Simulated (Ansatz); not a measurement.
Input of an Ansatz 0.2.0 run:

Contents of input.yaml:

```yaml
crystal:
  lattice:
    - [-1.691510045, 2.515165035, 1.858944135]
    - [1.691510045, -2.515165035, 1.858944135]
    - [1.691510045, 2.515165035, -1.858944135]
  atoms:
    - { symbol: P, position: [0.19669089, 0.94669089, 0.25] }
    - { symbol: P, position: [0.80330911, 0.05330911, 0.75] }
hamiltonian:
  xc: rpbe
  pseudopotentials: { kind: paw }
kpoints:
  mp_grid: { grid: [11, 11, 11] }
scf:
  occupations: { method: gaussian, width: 0.1 }
output:
  forces: true
  stress: true
  eigenvalues: true
```

Potentials or basis: Ansatz PAW.

Command:

```bash
$ ansatz run input.yaml --threads 2 --pin off --max-ram 5632MiB --backend cpu --events-out ev --progress --plain --runs-dir out
```

Q: Estimate the pressure.

A: 4.4 GPa.

Q: Estimate the band gap on the k mesh.

A: None (metal or under the smearing width).

Q: Estimate the largest force.

A: 0.408 eV/Å.

Stress tensor (GPa, compression positive):
```
5.49 0.00 0.00
0.00 3.20 0.00
0.00 0.00 4.45
```

Caveat: the PAW data sets come from PBE, with cores solved anew for the run's functional, which leaves a small shift of forces and pressure.
